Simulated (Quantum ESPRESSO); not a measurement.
The system is LiH.

```
Li H
1.0
     0.00000    2.03675    2.03675
     2.03675    0.00000    2.03675
     2.03675    2.03675    0.00000
Li H
1 1
Direct
  0.00000 0.00000 0.00000
  0.50000 0.50000 0.50000
```

Base run:

```yaml
Program: Quantum ESPRESSO 7.5
Functional: PBE
Potentials_or_basis: SSSP 1.3 efficiency PBE
Cutoff: 816 eV
Density_cutoff: 6531 eV
k_mesh: 11 × 11 × 11
Occupations: fermi-dirac, width 0.05 eV
Spin: no spin polarisation
```

Its results: band gap on the k mesh 3.20 eV, direct; pressure -1.7 GPa.

The run is repeated on the same cell with these changes: functional from PBE to LDA; potentials or basis from SSSP 1.3 efficiency PBE to GBRV 1.5 LDA; cutoff from 816 eV to 612 eV; density cutoff from 6531 eV to 4898 eV. What comes out?

Band gap on the k mesh 2.85 eV, direct; pressure -4.1 GPa.

Caveats: the mesh misses the band edges, which the band path finds closer together.
